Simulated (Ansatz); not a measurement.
MgS (NiAs type), 4 atoms and 32 valence electrons in a cell of about 71 Å³, was run 9 times in the PAW code Ansatz, each time on 2 threads of Intel(R) Xeon(R) 6975P-C (Granite Rapids) (shared host).

```tsv
run	k mesh	irreducible k	cutoff (eV)	plane waves	bands	SCF iterations	wall time	peak host memory (GiB)
G0W0, PBE, 114 empty bands, 80 eV	6×6×2	14	420	1353	20	6	17 s	0.42
G0W0, PBE, 266 empty bands, 140 eV	6×6×2	14	420	1353	20	6	62 s	0.6
G0W0, PBE, 488 empty bands, 210 eV	6×6×2	14	420	1353	20	6	4.6 min	1.1
G0W0, HSE06, 266 empty bands, 140 eV	6×6×2	14	420	1353	20	10	?	?
G0W0, LDA, 266 empty bands, 140 eV	6×6×2	14	420	1353	20	6	?	?
G0W0, r2SCAN, 266 empty bands, 140 eV	6×6×2	14	500	1787	20	6	?	?
G0W0, PBE, 266 empty bands, 140 eV, plasmon pole	6×6×2	14	420	1353	20	6	89 s	0.93
G0W0, PBE, 114 empty bands, 80 eV	6×6×4	21	420	1353	20	7	?	?
G0W0, PBE, 266 empty bands, 140 eV, norm-conserving	6×6×2	14	1143	6207	20	7	2.2 min	1.2
```

Q: Estimate the missing times and memories.

A:

| run | wall time | peak host memory (GiB) |
| --- | --- | --- |
| G0W0, HSE06, 266 empty bands, 140 eV | 2.7 min | 1.2 |
| G0W0, LDA, 266 empty bands, 140 eV | 70 s | 0.61 |
| G0W0, r2SCAN, 266 empty bands, 140 eV | 76 s | 0.75 |
| G0W0, PBE, 114 empty bands, 80 eV | 39 s | 0.45 |
